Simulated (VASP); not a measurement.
Runs of VASP 6.6.1 on Ir. Symmetry: P6_3/mmc, No. 194, hexagonal system. The conventional cell has a = 2.858 Å, b = 2.858 Å, c = 9.339 Å, α = 90.00°, β = 90.00°, γ = 120.00°. Around Ir (site symmetry -3m) lie 12 Ir at 2.86 Å. Around Ir (site symmetry -6m2) lie 12 Ir at 2.86 Å. This isn't the form of Ir at room conditions, which is fcc.

```tsv
cell	k mesh	gap on the mesh (eV)	pressure (GPa)
P6_3/mmc, 16.51 Å³/atom	15 × 15 × 4	none	-16.6
P6_3/mmc, 13.46 Å³/atom	15 × 15 × 4	none	55.6
P6_3/mmc, 14.68 Å³/atom	15 × 15 × 4	none	(a)
P6_3/mmc, 15.29 Å³/atom	17 × 17 × 5	none	2.3
```

Alike in all rows: task single point; level BLYP; potentials or basis VASP PAW PBE potentials, release 64 (Ir); no spin polarisation; cutoff (eV) 520; smearing fermi-dirac 0.1 eV.

Q: Estimate the missing entries.

A: (a) 15.8.

Caveats: so large a pressure means that the cell lies far from this level's equilibrium, or that cutoff or potentials fall short (some runs); the potentials were made for another functional, which shifts forces and pressure (some runs); the PAW data sets were made with another functional, which shifts forces and pressure a little (some runs); a pressure of tens of GPa on the cell as given is suspect, and the run, the potentials or the cell itself is likely at fault (some runs).

A k mesh can miss the band edges, and the runs leave out spin-orbit coupling on Ir.

A gap of «none» marks a metal or a gap under the smearing width.
